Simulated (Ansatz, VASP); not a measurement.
Ta: VASP beside Ansatz

```xyz
2
Lattice="3.3026 0.0000 0.0000 0.0000 3.3026 0.0000 0.0000 0.0000 3.3026" Properties=species:S:1:pos:R:3 pbc="T T T"
Ta    0.0000    0.0000    0.0000
Ta    1.6513    1.6513    1.6513
```

Alike in both runs: functional PBEsol; dispersion D3(BJ); k mesh 8 × 8 × 8; occupations methfessel-paxton of order 1, width 0.2 eV; no spin polarisation.

|  | VASP | Ansatz |
| --- | --- | --- |
| version | VASP 6.6.1 | Ansatz 0.2.0 |
| potentials or method | VASP PAW PBE potentials, release 64 (Ta_pv), cutoff 520 eV | all-electron LAPW, scalar-relativistic |
| task | single point | band structure |

```tsv
	VASP	Ansatz	Ansatz less VASP
gap on the k mesh at the Fermi level (eV)	none	none	-
pressure (GPa)	-10.2	-10.4	-0.23
dispersion energy (meV/atom)	-728.1	-728.4	-0.25
```

A gap of «none» marks a metal or a gap that the smearing closes. Ansatz ran all-electron here, so the differences hold the error of VASP's frozen core and of both bases.

Caveats: pairwise dispersion overbinds metals, which lowers pressure and volume; the PAW data sets were made with another functional, which shifts forces and pressure a little (VASP); the k mesh is thin for a metal, which can move the energy by tens of meV per atom (Ansatz); spin-orbit coupling is left out, which moves the levels of the heavy elements (Ansatz). Spin-orbit coupling is left out, which matters for the levels of Ta.
